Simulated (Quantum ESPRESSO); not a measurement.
Runs of Quantum ESPRESSO 7.5 on Nb. The structure is cubic, space group Im-3m (No. 229). The conventional cell has a = 3.328 Å, b = 3.328 Å, c = 3.328 Å, α = 90.00°, β = 90.00°, γ = 90.00°. Around Nb (site symmetry m-3m) lie 8 Nb at 2.88 Å. 

```csv
task,level,potentials or basis,cell,k mesh,cutoff (eV),SCF threshold,most ionic steps,forc conv thr,etot conv thr,ion dynamics,gap on the mesh (eV),pressure (GPa)
relaxation of cell and atoms,PBEsol,SSSP 1.3 efficiency PBE,relaxed to 0.3 kbar,11 × 11 × 11,857,2e-10 Ry,40,0.0004 Ry/bohr,1e-05 Ry,bfgs,none,0.0
relaxation of cell and atoms,PBEsol,SSSP 1.3 efficiency PBE,relaxed to 2 GPa,11 × 11 × 11,857,2e-10 Ry,40,0.0004 Ry/bohr,1e-05 Ry,bfgs,none,2.0
relaxation of cell and atoms,PBEsol,SSSP 1.3 efficiency PBE,relaxed to 5 GPa,11 × 11 × 11,857,2e-10 Ry,40,0.0004 Ry/bohr,1e-05 Ry,bfgs,none,5.0
band structure,r2SCAN,SG15 PBE 1.2,as given,8 × 8 × 8,952,1e-08 Ry,-,-,-,-,none,-4.3
band structure,AM05,SG15 PBE 1.2,as given,11 × 11 × 11,952,2e-10 Ry,-,-,-,-,none,-7.9
band structure,SCAN,SG15 PBE 1.2,as given,8 × 8 × 8,952,1e-08 Ry,-,-,-,-,none,(c)
band structure,PW91,SG15 PBE 1.2,as given,11 × 11 × 11,952,2e-10 Ry,-,-,-,-,none,(a)
relaxation of cell and atoms,PBEsol,SSSP 1.3 efficiency PBE,relaxed to 10 GPa,11 × 11 × 11,857,2e-10 Ry,40,0.0004 Ry/bohr,1e-05 Ry,bfgs,none,10.0
band structure,revPBE,SG15 PBE 1.2,as given,11 × 11 × 11,952,2e-10 Ry,-,-,-,-,none,(b)
band structure,RPBE,SG15 PBE 1.2,as given,11 × 11 × 11,952,2e-10 Ry,-,-,-,-,none,0.5
band structure,PBE,SG15 PBE 1.2,as given,11 × 11 × 11,952,2e-10 Ry,-,-,-,-,none,-2.2
band structure,LDA,SG15 PBE 1.2,as given,11 × 11 × 11,952,2e-10 Ry,-,-,-,-,none,-10.9
```

Alike in all rows: no spin polarisation; smearing fermi-dirac 0.05 eV.

Q: Estimate the missing entries.

A: (a) -2.6; (b) -0.3; (c) -6.5.

Caveats: the potentials were made for another functional, which shifts forces and pressure (some runs).

A k mesh can miss the band edges, and the runs leave out spin-orbit coupling on Nb.

A gap of «none» marks a metal or a gap under the smearing width.
